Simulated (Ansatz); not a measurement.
Density of states of AlNi (P4/mmm, a = 2.889 Å, b = 2.889 Å, c = 2.901 Å, α = 90.00°, β = 90.00°, γ = 90.00°), in states per eV and primitive cell, averaged over bins of 0.4 eV. Level of theory: Ansatz, DFT PBE, scalar-relativistic, plane waves, PAW.

Settings: cutoff 420 eV, Γ-centred mesh 16×16×14 on the computed 2-atom cell, Gaussian smearing of 0.10 eV; no spin polarisation.

The cell is relaxed at this level. The states (both spins) are summed by tetrahedra on a 24×24×21 mesh at the self-consistent density. Energies are bin centres; the table starts no lower than −8 eV and ends at 6 eV, or lower where the solved bands end.

It is a metal at this level.

```
E − E_F (eV) total Ni 3d Al 3p Al 3s Ni 4s
       -7.85   0.34   0.01   0.15   0.12   0.05
       -7.45   0.38   0.02   0.17   0.13   0.05
       -7.05   0.44   0.03   0.18   0.17   0.05
       -6.65   0.46   0.05   0.19   0.17   0.04
       -6.25   0.52   0.08   0.21   0.18   0.04
       -5.85   0.59   0.13   0.23   0.18   0.04
       -5.45   0.69   0.22   0.24   0.19   0.04
       -5.05   0.64   0.22   0.24   0.13   0.04
       -4.65   0.66   0.24   0.26   0.10   0.05
       -4.25   0.84   0.34   0.32   0.09   0.07
       -3.85   1.84   1.05   0.59   0.09   0.09
       -3.45   1.57   1.06   0.41   0.06   0.02
       -3.05   3.10   2.33   0.69   0.01   0.01
       -2.65   2.05   1.73   0.25   0.00   0.03
       -2.25   4.14   3.82   0.17   0.01   0.07
       -1.85   6.97   6.53   0.27   0.01   0.06
       -1.45   2.40   2.18   0.14   0.01   0.02
       -1.05   0.59   0.47   0.08   0.00   0.01
       -0.65   1.51   1.19   0.23   0.01   0.05
       -0.25   1.15   0.75   0.28   0.04   0.05
        0.15   0.76   0.39   0.25   0.04   0.03
        0.55   0.57   0.24   0.23   0.04   0.02
        0.95   0.43   0.15   0.19   0.03   0.01
        1.35   0.33   0.09   0.16   0.03   0.01
        1.75   0.39   0.09   0.11   0.03   0.12
        2.15   0.67   0.14   0.12   0.10   0.20
        2.55   0.94   0.20   0.21   0.21   0.17
        2.95   0.86   0.17   0.24   0.22   0.12
        3.35   0.81   0.13   0.25   0.23   0.09
        3.75   0.76   0.10   0.25   0.21   0.09
        4.15   0.75   0.09   0.26   0.20   0.09
        4.55   0.77   0.08   0.30   0.18   0.09
        4.95   0.82   0.08   0.37   0.15   0.10
        5.35   0.87   0.07   0.42   0.13   0.10
        5.75   0.90   0.06   0.44   0.11   0.12
```

The columns after the total are the Löwdin projections on the occupied valence shells of the potentials. The rest of the total lies in shells that are empty in the free atom, which aren't projected, and between the atoms.

A ferromagnetic start lost its moments in a first run, so spin was left out; other magnetic orders weren't tried.

Whether AlNi exists in this form wasn't checked.